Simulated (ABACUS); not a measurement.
Set up this calculation in ABACUS 3.10.1, as an ASE script.

* Task: single point
* Functional: PBEsol
* Potentials or basis: SG15 ONCV 1.2 PBE
* Cutoff: 1143 eV
* Density cutoff: 4572 eV
* Basis: plane waves
* k mesh: 8 × 8 × 8
* Occupations: fermi-dirac, width 0.05 eV
* Spin: no spin polarisation
* Radial cutoff of the potentials (pseudo_rcut): 7 bohr
* SCF threshold on the density: 1e-08
* Max SCF steps: 100
* Eigensolver: dav
* Mixing: broyden
* Mixing share: 0.7
* Symmetry key: 1

The structure of Ti lies in Ti.cif:

```cif
data_Ti
_cell_length_a 2.87085353
_cell_length_b 2.87085353
_cell_length_c 2.87085353
_cell_angle_alpha 60.00000000
_cell_angle_beta 60.00000000
_cell_angle_gamma 60.00000000
_space_group_name_H-M_alt 'P1'
_space_group_name_Hall 'P 1'
_space_group_IT_number 1
loop_
_space_group_symop_operation_xyz
'x,y,z'
loop_
_atom_site_label
_atom_site_type_symbol
_atom_site_symmetry_multiplicity
_atom_site_Wyckoff_symbol
_atom_site_fract_x
_atom_site_fract_y
_atom_site_fract_z
_atom_site_occupancy
Ti1 Ti 1 a 0.0000000000 0.0000000000 0.0000000000 1
```

This isn't the form of Ti at room conditions, which is hcp.

One way to write it, as run:

run_abacus.py

```python
"""ABACUS run from a structure file: ASE reads it, the script writes STRU, KPT and INPUT."""
import re
import subprocess
from ase.io import read
from ase.units import Bohr

atoms = read("Ti.cif")
atoms = atoms[(-atoms.numbers).argsort(kind="stable")]  # ABACUS lists atoms element by element
pseudo = {'Ti': 'Ti_ONCV_PBE-1.2.upf'}
orbital = {}
magmoms = None
kmesh = [8, 8, 8]
params = {
    'suffix': 'Ti',
    'calculation': 'scf',
    'basis_type': 'pw',
    'pseudo_dir': './',
    'symmetry': 1,
    'dft_functional': 'pbesol',
    'ecutwfc': 84,
    'pseudo_rcut': 7,
    'nspin': 1,
    'nbands': 16,
    'ks_solver': 'dav',
    'smearing_method': 'fd',
    'smearing_sigma': 0.00367493,
    'scf_thr': 1e-08,
    'scf_nmax': 100,
    'mixing_type': 'broyden',
    'mixing_beta': 0.7,
    'cal_force': 1,
    'cal_stress': 1,
    'out_chg': 1,
    'kpar': 4,
}

symbols = atoms.get_chemical_symbols()
elements = list(dict.fromkeys(symbols))
lines = ["ATOMIC_SPECIES"] + [f"{e} {atoms.get_masses()[symbols.index(e)]:.4f} {pseudo[e]}" for e in elements]
if orbital:
    lines += ["", "NUMERICAL_ORBITAL"] + [orbital[e] for e in elements]
lines += ["", "LATTICE_CONSTANT", f"{1 / Bohr:.10f}", "", "LATTICE_VECTORS"]
lines += [" ".join(f"{x:.10f}" for x in v) for v in atoms.cell]
lines += ["", "ATOMIC_POSITIONS", "Direct"]
for e in elements:
    lines += ["", e, "0.0", str(symbols.count(e))]
    for i, p in enumerate(atoms.get_scaled_positions(wrap=False)):
        if symbols[i] == e:
            mag = "" if magmoms is None else " mag " + " ".join(str(x) for x in (magmoms[i] if isinstance(magmoms[i], list) else [magmoms[i]]))
            lines.append(" ".join(f"{x:.10f}" for x in p) + " 1 1 1" + mag)
open("STRU", "w").write("\n".join(lines) + "\n")
open("KPT", "w").write("K_POINTS\n0\nGamma\n%d %d %d 0 0 0\n" % tuple(kmesh))
open("INPUT", "w").write("INPUT_PARAMETERS\n" + "".join(f"{k:<20s}{v}\n" for k, v in params.items()))

done = subprocess.run(['mpirun', '-np', '4', 'abacus'])
if done.returncode:
    raise SystemExit(done.returncode)
log = open("OUT.Ti/running_scf.log").read()
print("final energy (eV):", re.findall(r"FINAL_ETOT_IS (\S+)", log))
```

Potentials or basis: SG15 ONCV 1.2 PBE, plane waves.

Command:

```sh
$ OMP_NUM_THREADS=1 python run_abacus.py > log
```

It gave:

The pressure is 0.1 GPa and the band gap on the k mesh is none (metal or under the smearing width).

Caveat: the potentials were made for another functional, which shifts forces and pressure.

Wall time 2.6 s on 4 MPI ranks on Intel(R) Xeon(R) Platinum 8488C (Sapphire Rapids), on a shared host, peak memory 0.36 GiB a rank.
